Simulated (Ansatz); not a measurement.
The calculation used Ansatz, DFT PBE, scalar-relativistic, plane waves, PAW. Settings: cutoff 420 eV, Γ-centred meshes spaced at most about 0.3 Å⁻¹, and about 0.25 Å⁻¹ or finer for metals (2π included), Gaussian smearing. No spin polarisation.

Each guess is relaxed in cell and atoms at zero pressure, on a coarse mesh first where it starts far from rest and then on a converged one. The steps can't lower the symmetry of the start, but it can rise. Energies are static (0 K, no zero-point motion).

Two unrelaxed guesses for Zr3S2:

A.

Space group Pm-3m (No. 221). a = 4.918 Å, b = 4.918 Å, c = 4.918 Å, α = 90.00°, β = 90.00°, γ = 90.00°
| atom | site | symmetry | x | y | z |
| --- | --- | --- | --- | --- | --- |
| Zr | 3d | 4/mm.m | 0.5000 | 0.0000 | 0.0000 |
| S | 1b | m-3m | 0.5000 | 0.5000 | 0.5000 |
| S | 1a | m-3m | 0.0000 | 0.0000 | 0.0000 |

B.

Space group Immm (No. 71). a = 5.855 Å, b = 6.096 Å, c = 6.148 Å, α = 90.00°, β = 90.00°, γ = 90.00°
| atom | site | symmetry | x | y | z |
| --- | --- | --- | --- | --- | --- |
| Zr | 4i | mm2 | 0.0000 | 0.0000 | 0.7637 |
| Zr | 2b | mmm | 0.5000 | 0.0000 | 0.0000 |
| S | 4g | m2m | 0.0000 | 0.2737 | 0.0000 |

Problem. Where do they end, and which end is lower?

Solution. B ends lower, by 0.73 eV/atom. A: Pm-3m at 23.8 Å³/atom → Pm-3m at 22.1 Å³/atom; B: Immm at 21.9 Å³/atom → Immm at 18.9 Å³/atom. Counting S atoms around Zr (those within 1.25 times the shortest such distance or 1.15 times the sum of covalent radii; a plus sign parts nearer from farther groups; a slash parts the counts of unlike sites), the end of A has Zr 2 and the end of B has Zr 4/4+2. End of A. Conventional cell: a = 4.797 Å. Zr is surrounded by 2 S at 2.40 Å, 4 S at 3.39 Å and 8 Zr at 3.39 Å; S on its first site is surrounded by 12 Zr at 3.39 Å; around S on its second site lie 6 Zr at 2.40 Å. End of B. Conventional cell: a = 3.410 Å, b = 6.565 Å, c = 8.450 Å. Zr on a site of symmetry mm2 is surrounded by 4 S at 2.71 Å, 3 Zr at 3.15 Å and 2 S at 3.25 Å; Zr on a site of symmetry mmm is surrounded by 4 S at 2.54 Å and 4 Zr at 3.15 Å; S is surrounded by 2 Zr at 2.54 Å, 4 Zr at 2.71 Å and 1 S at 2.80 Å.

Cells without such a test can be saddle points. Shaken at random and relaxed again, the end of B falls into a cell with space group C2/m (No. 12), 94 meV/atom lower, so it is a saddle point or a shallow minimum. Neither end is the lowest form computed: that has the anti-tetradymite type, space group R-3m (No. 166) and lies 219 meV/atom below the better end. Some candidate types were left out of the draw beforehand, so a known form may be missing.
